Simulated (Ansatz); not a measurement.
**Structures of SiMo3: which is lowest?**

Plane-wave DFT in Ansatz with scalar-relativistic PAW potentials, cutoff 420 eV, Γ-centred meshes chosen by cell and gap, Gaussian smearing with energies taken to zero width. Every cell was relaxed (cell and atoms) in a run of its own, within the symmetry of its start. Functional: PBE.

Relaxed structures (starts from databases or built by putting these elements on another compound's sites):
A. Pm-3m, 4 atoms in the computed cell, a = 3.915 Å; sites (symmetry × multiplicity) Si m-3m × 1, Mo 4/mm.m × 3; start: built
B. P6_3/mmc, 8 atoms in the computed cell, a = 5.421 Å, c = 4.707 Å; sites (symmetry × multiplicity) Si -6m2 × 2, Mo mm2 × 6; start: built
C. Pm-3n, 8 atoms in the computed cell, a = 4.906 Å; sites (symmetry × multiplicity) Si m-3. × 2, Mo -4m.2 × 6; start: database

**Question.** Rank them by energy. Could pressure change the order?

**Answer.**
| structure | group | E − E(lowest) (meV/atom) | V (Å³/atom) | gap on mesh (eV) |
| --- | --- | --- | --- | --- |
| C | Pm-3n | 0.0 | 14.76 | 0.00 |
| B | P6_3/mmc | 234 | 14.97 | 0.00 |
| A | Pm-3m | 351 | 15.00 | 0.00 |

C is lowest, 234 meV/atom under B. The lowest is also the densest of these, so pressure wouldn't bring one of the others in at first order. Other structures may lie lower than all of these, and vibrations aren't counted.